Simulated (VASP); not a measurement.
WS2, 3 atoms in the cell. It takes space group R3m (No. 160, trigonal). Conventional cell: a = 3.132 Å, b = 3.132 Å, c = 18.117 Å, α = 90.00°, β = 90.00°, γ = 120.00°. W (site symmetry 3m) is surrounded by 6 S at 2.39 Å. S (site symmetry 3m) is surrounded by 3 W at 2.39 Å. Around S (site symmetry 3m) lie 3 W at 2.39 Å. Measurements of this composition are mostly on another form, of space group No. 194.

- Program: VASP 6.6.1
- Task: relaxation of cell and atoms
- Functional: LDA
- Potentials or basis: VASP PAW LDA potentials, release 64 (W_sv, S)
- Cutoff: 350 eV
- k mesh: 6 × 6 × 6
- Occupations: gaussian, width 0.02 eV
- Spin: no spin polarisation
- Further INCAR settings: ALGO = Normal; EDIFF = 1e-07; IBRION = 2; EDIFFG = -0.002; NSW = 80; ISIF = 3

Potentials or basis: VASP PAW LDA potentials, release 64 (W_sv, S).

Run with:

```sh
$ cat potpaw_LDA.64/W_sv/POTCAR potpaw_LDA.64/S/POTCAR > POTCAR
$ mpirun -np 1 vasp_std > vasp.out
```

Hardware: 1 thread of Intel(R) Xeon(R) Platinum 8259CL CPU @ 2.50GHz (Skylake/Cascade Lake), on a shared host.

Problem. Estimate the wall time of this run.

Solution. Wall time 3.6 min on 1 thread of Intel(R) Xeon(R) Platinum 8259CL CPU @ 2.50GHz (Skylake/Cascade Lake) (shared host), peak memory 0.2 GiB. Counts: scf iterations 63, k points 32, ion steps 12.
